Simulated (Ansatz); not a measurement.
Crystal: Fe.

```
Fe
1.0
    -1.44300    1.44300    1.44300
     1.44300   -1.44300    1.44300
     1.44300    1.44300   -1.44300
Fe
1
Cartesian
  0.0000 0.0000 0.0000
```

Base run:

```yaml
Program: Ansatz 0.2.0
Functional: PBEsol
Potentials_or_basis: Ansatz PAW
Cutoff: "420 eV (not typed: the program's choice for these potentials)"
k_mesh: 13 × 13 × 13
Occupations: fermi-dirac, width 0.05 eV
Spin: collinear spin, random start
Starting_moments: "[-2.74] μB"
```

Its results: band gap on the k mesh none (metal or under the smearing width); pressure -17.9 GPa.

Question: After a change of settings the same cell gave: band gap on the k mesh none (metal or under the smearing width); pressure -34.9 GPa. Which change was it?
A. spin from collinear spin, random start to no spin polarisation
B. spin from collinear spin, random start to collinear spin, ferromagnetic start; moments at the start from [-2.74] to [4.5]
C. spin from collinear spin, random start to collinear spin, ferromagnetic start; moments at the start from [-2.74] to [3.0]

Answer: A.

Caveats: the PAW data sets come from PBE, with cores solved anew for the run's functional, which leaves a small shift of forces and pressure; a pressure of tens of GPa on the cell as given is suspect, and the run, the potentials or the cell itself is likely at fault (some runs).
